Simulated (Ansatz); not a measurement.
Space group R-3m:H (No. 166). a = 2.774 Å, b = 2.774 Å, c = 15.322 Å, α = 90.00°, β = 90.00°, γ = 120.00°
| atom | site | symmetry | x | y | z |
| --- | --- | --- | --- | --- | --- |
| Ni | 3a | -3m | 0.0000 | 0.0000 | 0.0000 |
| O | 6c | 3m | 0.6667 | 0.3333 | 0.9386 |

Equation of state of this NiO$_{2}$ structure (not necessarily the ground state), with shape and atoms relaxed at each volume where symmetry leaves them free. Computed with DFT r2SCAN, scalar-relativistic, plane waves, PAW (Ansatz).

Plane waves to 500 eV, a k mesh through Γ of 12×12×12 on the computed 3-atom cell and Gaussian smearing (0.02 eV); no spin polarisation.

```json
{"V (Å³/atom)": "10.663", "E − E(largest V) (meV/atom)": "1.48", "P (GPa)": "1.30", "gap on mesh (eV)": "1.52"}
{"V (Å³/atom)": "11.003", "E − E(largest V) (meV/atom)": "-0.32", "P (GPa)": "0.48", "gap on mesh (eV)": "1.57"}
{"V (Å³/atom)": "11.344", "E − E(largest V) (meV/atom)": "-0.77", "P (GPa)": "0.02", "gap on mesh (eV)": "1.62"}
{"V (Å³/atom)": "11.684", "E − E(largest V) (meV/atom)": "-0.53", "P (GPa)": "-0.20", "gap on mesh (eV)": "1.66"}
{"V (Å³/atom)": "12.024", "E − E(largest V) (meV/atom)": "0.00", "P (GPa)": "-0.28", "gap on mesh (eV)": "1.70"}
```

Fit a third-order Birch–Murnaghan equation to E(V).

V0 = 11.35 Å³/atom, B0 = 11 GPa, B0' = 23.7. B0' is unusual or poorly fixed by this range.

The cell holds layers, and where no dispersion correction was added their binding is poorly described.

Cost: 5 runs of about 6.1 core-minutes in all, on Intel Xeon Platinum 8259CL (Skylake/Cascade Lake) (shared hosts).